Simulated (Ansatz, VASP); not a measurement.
# GaP: VASP beside Ansatz, part 2 of 2

Wanted: the spread between two codes on one cell, functional and k mesh. The structure shown is the end of the Ansatz relaxation below.

VASP 6.6.1 and Ansatz 0.2.0.

So far, gap on the k-mesh: step 4 (differences) 1.45.

### Step 6. VASP: single point, PBEsol, pair 2

Level of this step: PBEsol; plane waves and PAW (Ga_d, P) (VASP).

The same cell, functional, mesh and smearing now go to VASP, with its own data sets.

The input, INCAR:

```
SYSTEM = GaP
PREC = Accurate
ENCUT = 500
EDIFF = 1E-06
NELM = 120
ISMEAR = -1
SIGMA = 0.02
LREAL = .FALSE.
ALGO = Normal
GGA = PS
NBANDS = 24
LORBIT = 11
LWAVE = .FALSE.
LCHARG = .FALSE.
ISIF = 2
LASPH = .TRUE.
GGA_COMPAT = .FALSE.
EFERMI = MIDGAP
KPAR = 2
```

The input, POSCAR:

```
GaP
1.0
    3.7305220300      0.0000000000      0.0000000000
    0.0000000000      3.7305220300      0.0000000000
    0.0000000000      0.0000000000      5.5805367961
Ga P
2 2
Direct
    0.0000000000      0.0000000000      0.0000000000
    0.5000000000      0.5000000000      0.5000000000
    0.5000000000      0.0000000000      0.7500000000
    0.0000000000      0.5000000000      0.2500000000
```

The input, KPOINTS:

```
Automatic mesh
0
Gamma
7 7 5
0 0 0
```

The projector-augmented-wave data sets are Ga_d and P (PBE family, release 64).

Started as:

```
$ mpirun -np 2 vasp_std
```

Numbers of over 12 decimals in the logs are rounded to 6 here.

Log:

```text
[banner, memory and clock lines left out]
running    2 mpi-ranks, on    1 nodes
[...]
[... a notice as in an earlier step ...]

 LDA part: xc-table for (Slater+PW92), standard interpolation
 POSCAR, INCAR and KPOINTS ok, starting setup
[...]
entering main loop
       N       E                     dE             d eps       ncg     rms          rms(c)
DAV:   1     0.226394353465E+03    0.22639E+03   -0.17374E+04  1496   0.217E+03
DAV:   2     0.385204328889E+01   -0.22254E+03   -0.21642E+03  1576   0.447E+02
DAV:   3    -0.197153567187E+02   -0.23567E+02   -0.23400E+02  1784   0.119E+02
DAV:   4    -0.203655009309E+02   -0.65014E+00   -0.64962E+00  1816   0.215E+01
[...]
DAV:  11    -0.197744195974E+02   -0.61675E-04   -0.24873E-04  2176   0.146E-01    0.300E-02
DAV:  12    -0.197744148912E+02    0.47062E-05   -0.27766E-05  1696   0.537E-02    0.266E-02
DAV:  13    -0.197744140930E+02    0.79826E-06   -0.34583E-06  1816   0.319E-02
   1 F= -.19774414E+02 E0= -.19774414E+02  d E =-.224384E-13
```

OUTCAR, selected parts (step 6):

```text
  Total        2.2566284      2.2566284     -0.0578791      0.0000000      0.0000000      0.0000000
  in kB       46.5538322     46.5538322     -1.1940361      0.0000000      0.0000000      0.0000000
  external PRESSURE =      30.6378761 kB  Pullay stress =       0.0000000 kB

 POSITION                                       TOTAL-FORCE (eV/Angst)
 -----------------------------------------------------------------------------------
      0.00000      0.00000      0.00000         0.000000     -0.000000     -0.000000
      1.86526      1.86526      2.79027        -0.000000     -0.000000      0.000000
      1.86526      0.00000      4.18540         0.000000      0.000000     -0.000000
      0.00000      1.86526      1.39513         0.000000      0.000000     -0.000000
 -----------------------------------------------------------------------------------
    total drift:                               -0.000000      0.000000      0.000000

  FREE ENERGIE OF THE ION-ELECTRON SYSTEM (eV)
  ---------------------------------------------------
  free  energy   TOTEN  =       -19.7744140930 eV

  energy  without entropy=      -19.7744140930  energy(sigma->0) =      -19.77441409

[... 1 part as in an earlier step ...]

[... 2 further parts left out ...]
[key lines of the parts left out:]
E-fermi :   5.6795
```

The run ends at a pressure of 3.06 GPa.

### Step 7. Side by side

The two programs side by side:

```csv
quantity,Ansatz,VASP,difference
pressure (GPa),3.16,3.06,+0.10
gap on the k mesh (eV),1.113,1.116,-0.003
```

A gap on the mesh is an upper bound, since the band edges may lie between its points.

### Step 8. Ansatz: relaxation, PBEsol

This run makes the geometry at which the two programs are then compared. The cell compared in this pair holds 78.60 Å³, against 77.66 Å³ for the pair before.

The structure compared here is the end of the Ansatz relaxation.

The input, input.yaml:

```yaml
crystal:
  lattice:
    - [3.76898102, 0.0, 0.0]
    - [0.0, 3.76898102, 0.0]
    - [0.0, 0.0, 5.504190076]
  atoms:
    - { symbol: Ga, position: [0.0, 0.0, 0.0] }
    - { symbol: Ga, position: [0.5, 0.5, 0.5] }
    - { symbol: P, position: [0.5, 0.0, 0.75] }
    - { symbol: P, position: [0.0, 0.5, 0.25] }
kpoints:
  mp_grid: { grid: [7, 7, 5] }
scf:
  occupations: { method: fermi_dirac, width: 0.02 }
hamiltonian:
  xc: pbesol
  pseudopotentials: { kind: paw, azcp: { folder: soft_1 }, xc_functional: pbe }
basis:
  ecutwfc: 600
output:
  forces: true
  stress: true
  write_density: true
  write_potential: true
  elf: true
  volumetric_format: npy
relax:
  f_tol: 0.005
  max_steps: 70
  cell: { stress_tol: 0.02, p_target: 0, fix: [a, b, alpha, beta, gamma] }
```

Started as:

```
$ ansatz run input.yaml --threads 8 --pin off --max-ram 18432MiB --backend cpu --events-out ev --progress --plain --runs-dir out
```

Log:

```text
[...]
Crystal: 4 atoms, lattice volume = 78.188 Å³
Basis set: ecut = 600 eV, 2597 PW (Γ), exchange–correlation on 64×64×90 points (8 copies of the dense FFT grid, shifted against one another)
Bands: 22, of which v1, the nominal top of the filled ones, is band 18 counted from 1 (17 counted from 0)
Symmetry: 16 space group operations
[...]
k-points: 30 of 245 (time reversal used)
[...]
--- Relaxed structure (3 steps of the walk, 3 accepted, 1 SCFs on fresh bases) ---
[...]
cell:  # Å, volume = 78.6005 Å³
    - [3.76898102, 0, 0]
    - [0, 3.76898102, 0]
    - [0, 0, 5.533212]
  atoms:
    - { symbol: Ga, position: [0, 0, 0] }
    - { symbol: Ga, position: [0.500000, 0.500000, 0.5] }
    - { symbol: P, position: [0.500000, 0, 0.75] }
    - { symbol: P, position: [0, 0.500000, 0.25] }
[key lines of the parts left out:]
SCF converged after 6 iterations
Free energy (F): -8968.090628 eV
Fermi energy:    8.045660 eV
P = ⅓ Tr σ = 2.0497 GPa (20.497 kbar)
```

Between step 4 and this run (cell volume -2.3 %) the value for the gap on the k-mesh moves from 1.45 to 1.23.

### Step 9. VASP: single point, PBEsol, pair 3

The same cell, functional, mesh and smearing now go to VASP, with its own data sets.

INCAR is that of step 6.

The input, POSCAR:

```
GaP
1.0
    3.7689810200      0.0000000000      0.0000000000
    0.0000000000      3.7689810200      0.0000000000
    0.0000000000      0.0000000000      5.5332123895
Ga P
2 2
Direct
    0.0000000000      0.0000000000      0.0000000000
    0.5000000000      0.5000000000      0.5000000000
    0.5000000000      0.0000000000      0.7500000000
    0.0000000000      0.5000000000      0.2500000000
```

KPOINTS is that of step 6.

Started as:

```
$ mpirun -np 2 vasp_std
```

Log:

```text
[... set-up lines as in an earlier step ...]
 entering main loop
       N       E                     dE             d eps       ncg     rms          rms(c)
DAV:   1     0.222287823702E+03    0.22229E+03   -0.17299E+04  1488   0.219E+03
DAV:   2     0.405652659340E+01   -0.21823E+03   -0.21177E+03  1560   0.447E+02
DAV:   3    -0.197480416518E+02   -0.23805E+02   -0.23693E+02  1808   0.118E+02
DAV:   4    -0.203908772121E+02   -0.64284E+00   -0.64242E+00  1752   0.212E+01
[...]
DAV:  11    -0.198130973110E+02   -0.62383E-04   -0.23266E-04  2128   0.140E-01    0.275E-02
DAV:  12    -0.198130926702E+02    0.46408E-05   -0.27734E-05  1696   0.527E-02    0.235E-02
DAV:  13    -0.198130928681E+02   -0.19785E-06   -0.12324E-06  1256   0.156E-02
   1 F= -.19813093E+02 E0= -.19813093E+02  d E =-.132557E-14
```

OUTCAR, selected parts (step 9):

```text
  Total        1.4192176      1.4192176     -0.1000847      0.0000000      0.0000000     -0.0000000
  in kB       28.9290608     28.9290608     -2.0401075      0.0000000      0.0000000     -0.0000000
  external PRESSURE =      18.6060047 kB  Pullay stress =       0.0000000 kB

 POSITION                                       TOTAL-FORCE (eV/Angst)
 -----------------------------------------------------------------------------------
      0.00000      0.00000      0.00000         0.000000     -0.000000      0.000000
      1.88449      1.88449      2.76661        -0.000000      0.000000     -0.000000
      1.88449      0.00000      4.14991        -0.000000     -0.000000      0.000000
      0.00000      1.88449      1.38330        -0.000000     -0.000000      0.000000
 -----------------------------------------------------------------------------------
    total drift:                                0.000000      0.000000      0.000000

  FREE ENERGIE OF THE ION-ELECTRON SYSTEM (eV)
  ---------------------------------------------------
  free  energy   TOTEN  =       -19.8130928681 eV

  energy  without entropy=      -19.8130928681  energy(sigma->0) =      -19.81309287

[... 1 part as in an earlier step ...]

[... 2 further parts left out ...]
[key lines of the parts left out:]
E-fermi :   5.5671
```

The run ends at a pressure of 1.86 GPa.

### Step 10. Side by side

Both answers:

```csv
quantity,Ansatz,VASP,difference
pressure (GPa),2.05,1.86,+0.19
gap on the k mesh (eV),1.230,1.232,-0.003
```

A gap on the mesh is an upper bound, since the band edges may lie between its points.

### Step 11. Results

```json
{
  "difference in gap on the k mesh (single point, PBEsol, pair 1)": "-0.0028 eV",
  "difference in gap on the k mesh (single point, PBEsol, pair 2)": "-0.0029 eV",
  "difference in gap on the k mesh (single point, PBEsol, pair 3)": "-0.0028 eV"
}
```

What this shows: The difference in gap on the k mesh is -0.0029 eV (single point, PBEsol, pair 2), within the 0.08 eV picked in this series as the mark of a large difference. 4 further runs of this series are not shown here. How closely two codes agree says nothing of how well the functional describes the real material.

[Lines on the potential files, build, host, timing and source positions are cut from VASP's logs without a mark.]

[Logs are printed without paths, hosts, clocks, repeated set-up lines and the standing remarks that a program may print on its own settings, such as how far it seeks lower states.]

[Hosts, paths, dates, database ids (printed as entryN), source tags and the programs' standing remarks are cut or masked in the printed files.]
